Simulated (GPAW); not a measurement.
The system is Lu.

```
Lu
1.0
     3.50310    0.00000    0.00000
    -1.75155    3.03377    0.00000
     0.00000    0.00000    5.55090
Lu
2
Direct
  0.66667 0.33333 0.75000
  0.33333 0.66667 0.25000
```

* Program: GPAW 26.7.0
* Task: relaxation of cell and atoms
* Functional: PBE
* Dispersion: D4
* Potentials or basis: GPAW PAW data sets (gpaw-data 1.2.1)
* Cutoff: 800 eV
* Basis: pw
* k mesh: 5 × 5 × 3
* Occupations: fermi-dirac, width 0.05 eV
* Spin: no spin polarisation

At the start: pressure -1.2 GPa; volume 29.50 Å³/atom.

Problem. How do energy, volume and symmetry change on relaxing?

Solution. Over 13 steps the energy falls by 9.8 meV/atom and the volume is 28.48 Å³/atom (-3.4 %); space group P6_3/mmc (No. 194, to 0.05 Å).

The path:
| step | energy change (eV) | largest force (eV/Å) | pressure (GPa) | volume (Å³) |
| --- | --- | --- | --- | --- |
| 1 | 0.0000 | 0.0000 | -1.15 | 58.99 |
| 2 | -0.0020 | 0.0008 | -1.04 | 58.81 |
| 3 | -0.0057 | 0.0001 | -0.83 | 58.45 |
| 4 | -0.0104 | 0.0002 | -0.51 | 57.97 |
| 5 | -0.0151 | 0.0002 | -0.13 | 57.43 |
| 6 | -0.0180 | 0.0008 | 0.27 | 56.92 |
| 7 | -0.0184 | 0.0004 | 0.59 | 56.54 |
| 8 | -0.0185 | 0.0010 | 0.57 | 56.57 |
| 9 | -0.0187 | 0.0016 | 0.54 | 56.61 |
| 10 | -0.0189 | 0.0002 | 0.48 | 56.67 |
| 11 | -0.0192 | 0.0001 | 0.40 | 56.76 |
| 12 | -0.0195 | 0.0000 | 0.32 | 56.85 |
| 13 | -0.0197 | 0.0001 | 0.22 | 56.96 |

Final structure:
```
CELL_PARAMETERS angstrom
3.50117 0.00000 0.00000
-1.75059 3.03210 0.00000
0.00000 0.00000 5.36577
ATOMIC_POSITIONS crystal
Lu 0.66667 0.33333 0.75000
Lu 0.33333 0.66667 0.25000
```

Caveat: the k mesh is coarse (spacing up to 0.41 Å⁻¹), so the values aren't converged; one-centre terms of the f shell are cut off; later steps reuse the first step's grids; pairwise dispersion overbinds metals, which lowers pressure and volume.
